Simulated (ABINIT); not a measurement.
KCl:

```
K Cl
1.0
     3.83920    0.00000    0.00000
     0.00000    3.83920    0.00000
     0.00000    0.00000    3.83920
K Cl
1 1
Direct
  0.00000 0.00000 0.00000
  0.50000 0.50000 0.50000
```

Measurements of this composition are mostly on another form, of space group No. 225.

Base run:

* Program: ABINIT 10.8.3 (patched build)
* Functional: PBEsol
* Potentials or basis: PseudoDojo NC SR PBEsol v0.4.1 standard
* Cutoff: 1007 eV
* k mesh: 7 × 7 × 7
* Occupations: fermi-dirac, width 0.05 eV
* Spin: no spin polarisation

Its results: band gap on the k mesh 4.64 eV, indirect (least direct gap 4.83 eV).

Problem. The run is repeated on the same cell with these changes: functional from PBEsol to TB-mBJ; potentials or basis from PseudoDojo NC SR PBEsol v0.4.1 standard to JTH PAW LDA v2.0; cutoff from 1007 eV to 816 eV. What comes out?

Solution. Band gap on the k mesh 8.02 eV, indirect (least direct gap 8.15 eV).

Caveats: the constant c of TB-mBJ comes from the pseudo density here, which moves gaps by up to 0.3 eV between sets of potentials (some runs).
